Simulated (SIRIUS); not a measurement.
A run of SIRIUS 7.10.0:

run.py

```python
import json, subprocess
import numpy as np
from ase import Atoms
from ase.io import read
from ase.calculators.calculator import Calculator, all_changes
from ase.units import Bohr, Hartree, GPa
from ase.optimize import BFGS
from ase.filters import FrechetCellFilter

class Sirius(Calculator):
    """Writes sirius.json, runs sirius.scf and reads out.json."""
    implemented_properties = ["energy", "free_energy", "forces", "stress", "magmom"]

    def __init__(self, config, files):
        super().__init__()
        self.config, self.files, self.calls = config, files, 0

    def calculate(self, atoms=None, properties=["energy"], system_changes=all_changes):
        super().calculate(atoms, properties, system_changes)
        symbols = atoms.get_chemical_symbols()
        types = list(dict.fromkeys(symbols))
        order = [i for t in types for i, s in enumerate(symbols) if s == t]
        frac = atoms.get_scaled_positions(wrap=False)
        m = atoms.get_initial_magnetic_moments()
        m = m if m.ndim == 2 else np.c_[0 * m, 0 * m, m]
        spin = self.config["parameters"]["num_mag_dims"] > 0
        rows = {t: [list(frac[i]) + (list(m[i]) if spin else []) for i in order if symbols[i] == t] for t in types}
        cell = {"lattice_vectors": (atoms.cell[:] / Bohr).tolist(), "atom_types": types, "atom_files": self.files, "atoms": rows}
        json.dump({**self.config, "unit_cell": cell}, open("sirius.json", "w"), indent=1)
        self.calls += 1
        with open(f"sirius_{self.calls:03d}.out", "w") as log:
            subprocess.run(["sirius.scf", "--input=sirius.json", "--output=out.json"], stdout=log, stderr=subprocess.STDOUT, check=True)
        gs = json.load(open("out.json"))["ground_state"]
        if not gs["converged"]:
            raise RuntimeError("SCF did not converge")
        self.results = {"energy": gs["energy"]["free"] * Hartree, "free_energy": gs["energy"]["free"] * Hartree}
        if "forces" in gs:
            f = np.zeros((len(atoms), 3))
            f[order] = np.array(gs["forces"]) * Hartree / Bohr
            self.results["forces"] = f
        if "stress" in gs:
            s = np.array(gs["stress"]) * Hartree / Bohr**3
            self.results["stress"] = s.flat[[0, 4, 8, 5, 2, 1]]
        if spin:
            self.results["magmom"] = gs["magnetisation"]["total"][2]

atoms = Atoms(['Pt'],
              cell=[[0.0, 1.9609, 1.9609], [1.9609, 0.0, 1.9609], [1.9609, 1.9609, 0.0]],
              scaled_positions=[[0.0, 0.0, 0.0]], pbc=True)

config = {
    "control": {
        "processing_unit": 'cpu',
        "verbosity": 1,
        "print_forces": True,
        "print_stress": True,
    },
    "parameters": {
        "electronic_structure_method": 'pseudopotential',
        "xc_functionals": ['XC_GGA_X_PBE', 'XC_GGA_C_PBE'],
        "gk_cutoff": 9.2,
        "pw_cutoff": 18.4,
        "ngridk": [6, 6, 6],
        "shiftk": [0, 0, 0],
        "smearing": 'fermi_dirac',
        "smearing_width": 0.0018374661,
        "num_bands": 16,
        "num_mag_dims": 0,
        "num_dft_iter": 100,
        "energy_tol": 1e-08,
        "density_tol": 1e-06,
    },
    "iterative_solver": {
        "type": 'davidson',
        "min_tolerance": 1e-09,
        "tolerance_scale": [0.1, 0.25],
    },
    "mixer": {
        "type": 'anderson',
        "beta": 0.7,
        "max_history": 8,
    },
    "settings": {
        "tol_ne": 1e-10,
        "pseudo_grid_cutoff": 6.5,
    },
}
dft = Sirius(config, {'Pt': 'Pt.json'})
atoms.calc = dft
results = {"symbols": atoms.get_chemical_symbols(), "cell": atoms.cell[:].tolist(), "frac": atoms.get_scaled_positions(wrap=False).tolist(), "steps": []}

def note():
    results["steps"].append({"energy": atoms.get_potential_energy(), "cell": atoms.cell[:].tolist(), "positions": atoms.positions.tolist(),
                             "forces": atoms.get_forces().tolist(), "stress": atoms.get_stress().tolist()})
    json.dump(results, open("results.json", "w"))

opt = BFGS(FrechetCellFilter(atoms, scalar_pressure=20.0 * GPa))
opt.attach(note)
results["converged"] = bool(opt.run(fmax=0.02, steps=30))
print("converged:", results["converged"])
print("cell parameters:", atoms.cell.cellpar().round(5))
print("volume per atom (A^3):", round(atoms.get_volume() / len(atoms), 4))
print(atoms.get_scaled_positions().round(6))
json.dump(results, open("results.json", "w"))
```

Potentials or basis: PseudoDojo 0.4.1 PBE standard (scalar relativistic).

Run with:

```bash
$ upf_to_json Pt.upf
$ OMP_NUM_THREADS=1 python run.py
```

Hardware: 1 thread of Arm Neoverse V1, with other jobs on the host.

**Question.** How long does it take, and how much memory?

**Answer.** Run time: 39 s on 1 thread of Arm Neoverse V1, with other jobs on the host, peak memory 0.21 GiB. Counts: scf iterations 11, k points 16, plane waves 1363, bands 16, ion steps 4, scf runs 4.
